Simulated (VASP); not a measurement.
# InAs (Fm-3m) in VASP: further runs

Runs on InAs. Level: PBE. Tasks: single point, atomic charges.

All numbers are computed with VASP 6.6.1; they aren't measurements. Logs are shortened: lines on timing, memory, paths and dates and some standing lists are left out, and cuts for length are marked.

## Step 1: The crystal as given

Symmetry: Fm-3m, No. 225, cubic system. The conventional cell has a = 5.755 Å, b = 5.755 Å, c = 5.755 Å, α = 90.00°, β = 90.00°, γ = 90.00°. Around In (site symmetry m-3m) lie 6 As at 2.88 Å. Around As (site symmetry m-3m) lie 6 In at 2.88 Å.

Measurements of this composition are mostly on another form, of space group No. 216.

## Step 2: Single point, PBE

File INCAR:

```
ALGO = Fast
EDIFF = 1E-6
ENCUT = 450
GGA = PE
ISIF = 2
ISMEAR = 0
LASPH = True
LCHARG = False
LREAL = False
LWAVE = False
NELM = 60
PREC = Accurate
SIGMA = 0.02
```

File KPOINTS:

```
k-points
0
Gamma
  5 5 5
```

File POSCAR:

```
InAs
1.0
    0.0000000000      2.8773040000      2.8773040000
    2.8773040000      0.0000000000      2.8773040000
    2.8773040000      2.8773040000      0.0000000000
In As
1 1
Direct
    0.5000000000      0.5000000000      0.5000000000
    0.0000000000      0.0000000000      0.0000000000
```

Potentials or basis: VASP PAW PBE potentials, release 64 (In_d_GW, As_GW).

Started as:

```console
$ cat potpaw_PBE.64/In_d_GW/POTCAR potpaw_PBE.64/As_GW/POTCAR > POTCAR
$ mpirun -np 1 vasp_std > vasp.out
```

OUTCAR:

```text
EDIFF = 1E-6
   ENCUT = 450
   GGA = PE
   ISIF = 2
   ISMEAR = 0
   LASPH = True
   LREAL = False
   NELM = 60
   PREC = Accurate

 ion  position               nearest neighbor table
   1  0.500  0.500  0.500-   2 2.88   2 2.88   2 2.88   2 2.88   2 2.88   2 2.88
   2  0.000  0.000  0.000-   1 2.88   1 2.88   1 2.88   1 2.88   1 2.88   1 2.88

  LATTYP: Found a face centered cubic cell.
 ALAT       =     5.7546080000

  Lattice vectors:

 A1 = (   0.0000000000,   2.8773040000,   2.8773040000)
 A2 = (   2.8773040000,   0.0000000000,   2.8773040000)
 A3 = (   2.8773040000,   2.8773040000,   0.0000000000)

Analysis of symmetry for initial positions (statically):
=====================================================================
 Subroutine PRICEL returns:
 Original cell was already a primitive cell.

 Routine SETGRP: Setting up the symmetry group for a
 face centered cubic supercell.

 Subroutine GETGRP returns: Found 48 space group operations
 (whereof 48 operations were pure point group operations)
 out of a pool of 48 trial point group operations.

The static configuration has the point symmetry O_h .

Analysis of symmetry for dynamics (positions and initial velocities):
=====================================================================
 Subroutine PRICEL returns:
 Original cell was already a primitive cell.

 Routine SETGRP: Setting up the symmetry group for a
 face centered cubic supercell.

 Subroutine GETGRP returns: Found 48 space group operations
 (whereof 48 operations were pure point group operations)
 out of a pool of 48 trial point group operations.

The dynamic configuration has the point symmetry O_h .

 Subroutine INISYM returns: Found 48 space group operations
 (whereof 48 operations are pure point group operations),
 and found     1 'primitive' translations

----------------------------------------------------------------------------------------

                                     Primitive cell

  volume of cell :      47.6417

  direct lattice vectors                    reciprocal lattice vectors
     0.000000000  2.877304000  2.877304000    -0.173773783  0.173773783  0.173773783
     2.877304000  0.000000000  2.877304000     0.173773783 -0.173773783  0.173773783
     2.877304000  2.877304000  0.000000000     0.173773783  0.173773783 -0.173773783

  length of vectors
     4.069122340  4.069122340  4.069122340     0.300985021  0.300985021  0.300985021

  position of ions in fractional coordinates (direct lattice)
[... 75 lines left out ...]
   NELECT =      18.0000    total number of electrons
   NUPDOWN=      -1.0000    fix difference up-down
   EMIN   =  10.00;   EMAX   =-10.00  energy-range for DOS
   EFERMI =   0.00;   METHOD = LEGACY
   ISMEAR =     0;   SIGMA  =   0.02  broadening in eV -4-tet -1-fermi 0-gaus
   EFERMI_NEDOS =   21; number of points for ismear=-14 and -15
   IALGO  =     68    algorithm
   IMIX   =      4    mixing-type and parameters
     AMIX     =   0.40;   BMIX     =  1.00
     AMIX_MAG =   1.60;   BMIX_MAG =  1.00
  volume/ion in A,a.u.               =      23.82       160.75
  Fermi-wavevector in a.u.,A,eV,Ry     =   1.183505  2.236499 19.057448  1.400683
  Thomas-Fermi vector in A             =   2.319738
   LORBIT       =      0    0 simple, 1 ext, 2 COOP (PROOUT), +10 PAW based schemes
   GGA     = PE    functional components
   LHFCALC =     F    Hartree Fock is set to
   AEXX    =    0.0000 exact exchange contribution
   IVDW    =     0    specifies the selected vdW correction
   LEPSILON=     F    determine dielectric tensor
   LRPA    =     F    only Hartree local field effects (RPA)
 non-spin polarized calculation
 RMM-DIIS sequential band-by-band and
 Gauss-broadening in eV      SIGMA  =   0.02
  energy-cutoff  :      450.00
  volume of cell :       47.64
 maximum number of plane-waves:      1043
   NGX = 15   NGY = 15   NGZ = 15

 number of electron      18.0000007 magnetization

 Free energy of the ion-electron system (eV)
  ---------------------------------------------------
  ext. energy  EPLUGINS =         0.00000000
  ---------------------------------------------------
  free energy    TOTEN  =        -7.30621072 eV

  energy without entropy =       -7.30478415  energy(sigma->0) =       -7.30549743

 E-fermi :   4.9010     XC(G=0): -10.1020

 val. band max:        4.8987752865   @ k =   0.4000   0.0000   0.0000
 cond. band min:       5.1184039715   @ k =  -0.2000   0.2000   0.0000
 fundamental gap:      0.2196286850
 Fermi energy:         4.9009998806

 k-point     1 :       0.0000    0.0000    0.0000
  band No.  band energies     occupation
      1      -9.6110      2.00000
      2      -9.6110      2.00000
      3      -9.5926      2.00000
      4      -9.5926      2.00000
      5      -9.5926      2.00000
      6      -7.3201      2.00000
      7       4.0942      2.00000
      8       4.5813      2.00000
      9       4.5813      2.00000
     10       4.5813      2.00000
     11      11.9345      0.00000
     12      11.9400      0.00000
     13      11.9544      0.00000
[... 130 lines left out ...]
  band No.  band energies     occupation
      1      -9.7781      2.00000
      2      -9.6197      2.00000
      3      -9.5909      2.00000
      4      -9.5562      2.00000
      5      -9.5234      2.00000
      6      -5.0357      2.00000
      7      -0.4393      2.00000
      8       1.6185      2.00000
      9       2.0043      2.00000
     10       6.4357      0.00000
     11       9.0359      0.00000
     12      10.7846      0.00000
     13      12.5397      0.00000

------------------------ aborting loop because EDIFF is reached ----------------------------------------

  FORCE on cell =-STRESS in cart. coord.  units (eV):
  Direction    XX          YY          ZZ          XY          YZ          ZX
  --------------------------------------------------------------------------------------
  -------------------------------------------------------------------------------------
  Total       -0.0528663     -0.0528663     -0.0528663     -0.0000000      0.0000000     -0.0000000
  in kB       -1.7778794     -1.7778794     -1.7778794     -0.0000000      0.0000000     -0.0000000
  external PRESSURE =      -1.7778794 kB  Pullay stress =       0.0000000 kB

 VOLUME and BASIS-vectors are now :
 -----------------------------------------------------------------------------
  energy-cutoff  :      450.00
  volume of cell :       47.64
      direct lattice vectors                 reciprocal lattice vectors
     0.000000000  2.877304000  2.877304000    -0.173773783  0.173773783  0.173773783
     2.877304000  0.000000000  2.877304000     0.173773783 -0.173773783  0.173773783
     2.877304000  2.877304000  0.000000000     0.173773783  0.173773783 -0.173773783

 POSITION                                       TOTAL-FORCE (eV/Angst)
 -----------------------------------------------------------------------------------
      2.87730      2.87730      2.87730         0.000000     -0.000000     -0.000000
      0.00000      0.00000      0.00000        -0.000000      0.000000      0.000000
 -----------------------------------------------------------------------------------
    total drift:                                0.000000      0.000000      0.000000

  FREE ENERGIE OF THE ION-ELECTRON SYSTEM (eV)
  ---------------------------------------------------
  free  energy   TOTEN  =        -7.3062107170 eV

  energy  without entropy=       -7.3047841527  energy(sigma->0) =       -7.30549743
```

OSZICAR:

```text
N       E                     dE             d eps       ncg     rms          rms(c)
DAV:   1     0.108074868513E+03    0.10807E+03   -0.71848E+03   349   0.481E+03
DAV:   2     0.963033331928E+00   -0.10711E+03   -0.10339E+03   504   0.854E+02
DAV:   3    -0.703608038187E+01   -0.79991E+01   -0.79471E+01   426   0.120E+02
[... 26 lines left out ...]
RMM:  30    -0.730620625597E+01   -0.90750E-06   -0.13639E-05   316   0.139E-01    0.164E-03
RMM:  31    -0.730620812242E+01   -0.18664E-05   -0.23232E-05   282   0.123E-01    0.402E-03
RMM:  32    -0.730620877608E+01   -0.65366E-06   -0.11112E-05   307   0.149E-01    0.336E-04
RMM:  33    -0.730621021442E+01   -0.14383E-05   -0.18314E-05   295   0.117E-01    0.894E-04
RMM:  34    -0.730621071702E+01   -0.50260E-06   -0.74980E-06   283   0.126E-01
   1 F= -.73062107E+01 E0= -.73054974E+01  d E =-.142656E-02
```

Wall time 50 s (1 thread of AMD EPYC, shared host); peak memory 0.13 GiB.

What came out:

```yaml
Free_energy: -7.3062 eV
Pressure: -0.2 GPa
Band_gap_on_the_k_mesh: none (metal or under the smearing width)
```

Levels at points of the mesh, in eV from the Fermi level:
```
           k point  band 7  band 8  band 9  band 10  band 11  band 12
(0.00, 0.00, 0.00)   -0.81   -0.32   -0.32    -0.32     7.03     7.04
```

Caveat: the k mesh is coarse (spacing up to 0.38 Å⁻¹), so the values aren't converged.

## Step 3: Single point, PBE

File INCAR:

```
PREC = Accurate
ENCUT = 500
EDIFF = 1E-7
ISMEAR = 0
SIGMA = 0.02
LREAL = False
LASPH = True
NELM = 100
ALGO = Normal
ISIF = 2
LWAVE = False
LCHARG = False
GGA = PE
NBANDS = 16
```

File KPOINTS:

```
regular mesh
0
Gamma
  4 4 4
```

POSCAR is that of step 2.

Potentials or basis: VASP PAW PBE potentials, release 64 (In_d_GW, As_GW).

Started as:

```console
$ cat potpaw_PBE.64/In_d_GW/POTCAR potpaw_PBE.64/As_GW/POTCAR > POTCAR
$ mpirun -np 1 vasp_std > vasp.out
```

Run time: 12 s. Hardware: 1 thread of Intel Xeon Platinum 8488C (Sapphire Rapids), shared host; peak memory 0.17 GiB.

Results (log left out):

* Free energy: -6.9892 eV
* Pressure: 0.7 GPa
* Band gap on the k mesh: none (metal or under the smearing width)

Levels at points of the mesh, in eV from the Fermi level:
| k point | band 7 | band 8 | band 9 | band 10 | band 11 | band 12 |
| --- | --- | --- | --- | --- | --- | --- |
| (0.00, 0.00, 0.00) | -0.89 | -0.37 | -0.37 | -0.37 | 6.93 | 6.93 |
| (0.50, 0.00, 0.00) | -6.77 | 0.02 | 0.02 | 1.89 | 2.99 | 2.99 |
| (0.50, 0.50, 0.00) | -4.92 | -3.23 | -2.43 | -2.43 | 3.64 | 8.94 |

Caveat: the k mesh is coarse (spacing up to 0.47 Å⁻¹), so the values aren't converged.

## Step 4: Single point, PBE

File INCAR:

```
SYSTEM = InAs
PREC = Accurate
ENCUT = 450
EDIFF = 1E-6
ISMEAR = 0
SIGMA = 0.02
LREAL = .FALSE.
LASPH = .TRUE.
NELM = 100
ALGO = Normal
ISIF = 2
LWAVE = .FALSE.
LCHARG = .FALSE.
GGA = PE
NBANDS = 16
```

File KPOINTS:

```
regular mesh
0
G
  4 4 4
  0 0 0
```

POSCAR is that of step 3.

Started as:

```console
$ cat potpaw_PBE.64/In_d_GW/POTCAR potpaw_PBE.64/As_GW/POTCAR > POTCAR
$ mpirun -np 1 vasp_std > vasp.out
```

It took 17 s on 1 thread of AMD EPYC 7R43 (Zen 3), shared host; peak memory 0.13 GiB.

Results (log left out):

* Free energy: -6.9882 eV
* Pressure: 0.6 GPa
* Band gap on the k mesh: none (metal or under the smearing width)

Levels at points of the mesh, in eV from the Fermi level:
| k point | band 7 | band 8 | band 9 | band 10 | band 11 | band 12 |
| --- | --- | --- | --- | --- | --- | --- |
| (0.00, 0.00, 0.00) | -0.89 | -0.37 | -0.37 | -0.37 | 6.93 | 6.93 |
| (0.50, 0.00, 0.00) | -6.77 | 0.02 | 0.02 | 1.89 | 2.99 | 2.99 |
| (0.50, 0.50, 0.00) | -4.92 | -3.23 | -2.43 | -2.43 | 3.64 | 8.94 |

Caveat: the k mesh is coarse (spacing up to 0.47 Å⁻¹), so the values aren't converged.

## Step 5: Atomic charges, PBE

File INCAR:

```
SYSTEM = InAs
PREC = Accurate ; ENCUT = 520
EDIFF = 1E-6 ; ISMEAR = 0
SIGMA = 0.02 ; LREAL = .False.
LASPH = .True. ; NELM = 60
ALGO = Fast ; ISIF = 2
LWAVE = .False. ; LCHARG = .False.
GGA = PE ; LORBIT = 11
```

File KPOINTS:

```
regular mesh
0
Gamma
  8 8 8
  0 0 0
```

POSCAR is that of step 4.

Potentials or basis: VASP PAW PBE potentials, release 64 (In_d, As).

Started as:

```console
$ cat potpaw_PBE.64/In_d/POTCAR potpaw_PBE.64/As/POTCAR > POTCAR
$ mpirun -np 1 vasp_std > vasp.out
```

OUTCAR:

```text
SYSTEM = InAs
   PREC = Accurate
   ENCUT = 520
   EDIFF = 1E-6
   ISMEAR = 0
   LREAL = .False.
   LASPH = .True.
   NELM = 60
   ISIF = 2
   GGA = PE
   LORBIT = 11

 ion  position               nearest neighbor table
   1  0.500  0.500  0.500-   2 2.88   2 2.88   2 2.88   2 2.88   2 2.88   2 2.88
   2  0.000  0.000  0.000-   1 2.88   1 2.88   1 2.88   1 2.88   1 2.88   1 2.88

  LATTYP: Found a face centered cubic cell.
 ALAT       =     5.7546080000

  Lattice vectors:

 A1 = (   0.0000000000,   2.8773040000,   2.8773040000)
 A2 = (   2.8773040000,   0.0000000000,   2.8773040000)
 A3 = (   2.8773040000,   2.8773040000,   0.0000000000)

Analysis of symmetry for initial positions (statically):
=====================================================================
 Subroutine PRICEL returns:
 Original cell was already a primitive cell.

 Routine SETGRP: Setting up the symmetry group for a
 face centered cubic supercell.

 Subroutine GETGRP returns: Found 48 space group operations
 (whereof 48 operations were pure point group operations)
 out of a pool of 48 trial point group operations.

The static configuration has the point symmetry O_h .

Analysis of symmetry for dynamics (positions and initial velocities):
=====================================================================
 Subroutine PRICEL returns:
 Original cell was already a primitive cell.

 Routine SETGRP: Setting up the symmetry group for a
 face centered cubic supercell.

 Subroutine GETGRP returns: Found 48 space group operations
 (whereof 48 operations were pure point group operations)
 out of a pool of 48 trial point group operations.

The dynamic configuration has the point symmetry O_h .

 Subroutine INISYM returns: Found 48 space group operations
 (whereof 48 operations are pure point group operations),
 and found     1 'primitive' translations

----------------------------------------------------------------------------------------

                                     Primitive cell

[... 132 lines left out ...]
  ---------------------------------------------------
  ext. energy  EPLUGINS =         0.00000000
  ---------------------------------------------------
  free energy    TOTEN  =        -7.31442983 eV

  energy without entropy =       -7.31422654  energy(sigma->0) =       -7.31432819

 E-fermi :   5.9335     XC(G=0): -10.0974

 val. band max:        5.8496055911   @ k =   0.3750   0.2500   0.0000
 cond. band min:       5.9530509598   @ k =  -0.3750   0.1250   0.0000
 fundamental gap:      0.1034453686
 Fermi energy:         5.9334919858

 k-point     1 :       0.0000    0.0000    0.0000
  band No.  band energies     occupation
      1      -8.3702      2.00000
      2      -8.3702      2.00000
      3      -8.3492      2.00000
      4      -8.3492      2.00000
      5      -8.3492      2.00000
      6      -6.1863      2.00000
      7       5.2587      2.00000
      8       5.7107      2.00000
      9       5.7107      2.00000
     10       5.7107      2.00000
     11      13.0965      0.00000
     12      13.0965      0.00000
     13      13.0996      0.00000
[... 354 lines left out ...]
  band No.  band energies     occupation
      1      -8.4916      2.00000
      2      -8.3975      2.00000
      3      -8.3390      2.00000
      4      -8.3167      2.00000
      5      -8.2881      2.00000
      6      -4.1268      2.00000
      7      -0.0420      2.00000
      8       3.6353      2.00000
      9       4.4167      2.00000
     10       8.0062      0.00000
     11       9.2068      0.00000
     12      11.8179      0.00000
     13      13.2485      0.00000

 [... further k-points ...]

------------------------ aborting loop because EDIFF is reached ----------------------------------------

  FORCE on cell =-STRESS in cart. coord.  units (eV):
  Direction    XX          YY          ZZ          XY          YZ          ZX
  --------------------------------------------------------------------------------------
  -------------------------------------------------------------------------------------
  Total       -0.0001295     -0.0001295     -0.0001295     -0.0000000     -0.0000000      0.0000000
  in kB       -0.0043548     -0.0043548     -0.0043548     -0.0000000     -0.0000000      0.0000000
  external PRESSURE =      -0.0043548 kB  Pullay stress =       0.0000000 kB

 VOLUME and BASIS-vectors are now :
 -----------------------------------------------------------------------------
  energy-cutoff  :      520.00
  volume of cell :       47.64
      direct lattice vectors                 reciprocal lattice vectors
     0.000000000  2.877304000  2.877304000    -0.173773783  0.173773783  0.173773783
     2.877304000  0.000000000  2.877304000     0.173773783 -0.173773783  0.173773783
     2.877304000  2.877304000  0.000000000     0.173773783  0.173773783 -0.173773783

 POSITION                                       TOTAL-FORCE (eV/Angst)
 -----------------------------------------------------------------------------------
      2.87730      2.87730      2.87730         0.000000      0.000000      0.000000
      0.00000      0.00000      0.00000        -0.000000     -0.000000     -0.000000
 -----------------------------------------------------------------------------------
    total drift:                                0.000000      0.000000      0.000000

  FREE ENERGIE OF THE ION-ELECTRON SYSTEM (eV)
  ---------------------------------------------------
  free  energy   TOTEN  =        -7.3144298305 eV

  energy  without entropy=       -7.3142265426  energy(sigma->0) =       -7.31432819

 total charge

# of ion       s       p       d       tot
------------------------------------------
    1        0.882   0.559   9.877  11.318
    2        1.266   1.432   0.024   2.722
--------------------------------------------------
tot          2.149   1.990   9.901  14.040
```

Wall time 18 s (1 thread of Intel Xeon Platinum 8488C (Sapphire Rapids), shared host); peak memory 0.17 GiB.

What came out:

```
Free energy                                           : -7.3144 eV
Pressure                                              : 0.0 GPa
Band gap on the k mesh                                : none (metal or under the smearing width)
Valence electrons inside the program's atomic spheres : In 11.32; As 2.72
```

Levels at points of the mesh, in eV from the Fermi level:
| k point | band 7 | band 8 | band 9 | band 10 | band 11 | band 12 |
| --- | --- | --- | --- | --- | --- | --- |
| (0.00, 0.00, 0.00) | -0.67 | -0.22 | -0.22 | -0.22 | 7.16 | 7.16 |
| (0.50, 0.00, 0.00) | -6.51 | 0.16 | 0.16 | 2.12 | 3.27 | 3.27 |
| (0.50, 0.50, 0.00) | -4.71 | -2.93 | -2.24 | -2.24 | 3.87 | 9.17 |

## Step 6: For comparison

An earlier run on the cell as given: functional PBE; potentials or basis VASP PAW PBE potentials, release 64 (In_d, As); cutoff 520 eV; k mesh 8 × 8 × 8; occupations fermi-dirac, width 0.05 eV; no spin polarisation.

* Pressure: 0.0 GPa
* Band gap on the k mesh: none (metal or under the smearing width)

## Step 7: Summary

```csv
task,potentials or basis,k mesh,cutoff (eV),smearing,mesh quality,gap on the mesh (eV),pressure (GPa)
single point,"VASP PAW PBE potentials, release 64 (In_d_GW, As_GW)",5 × 5 × 5,450,gaussian 0.02 eV,coarse,none,-0.2
single point,"VASP PAW PBE potentials, release 64 (In_d_GW, As_GW)",4 × 4 × 4,500,gaussian 0.02 eV,coarse,none,0.7
single point,"VASP PAW PBE potentials, release 64 (In_d_GW, As_GW)",4 × 4 × 4,450,gaussian 0.02 eV,coarse,none,0.6
atomic charges,"VASP PAW PBE potentials, release 64 (In_d, As)",8 × 8 × 8,520,gaussian 0.02 eV,not flagged,none,0.0
single point,"VASP PAW PBE potentials, release 64 (In_d, As)",8 × 8 × 8,520,fermi-dirac 0.05 eV,not flagged,none,0.0
```

Alike in all rows: level PBE; no spin polarisation; cell as given.

Caveats: some runs use coarse meshes.

Total energies depend on the potentials used, so only differences within one code and one set of settings carry meaning.
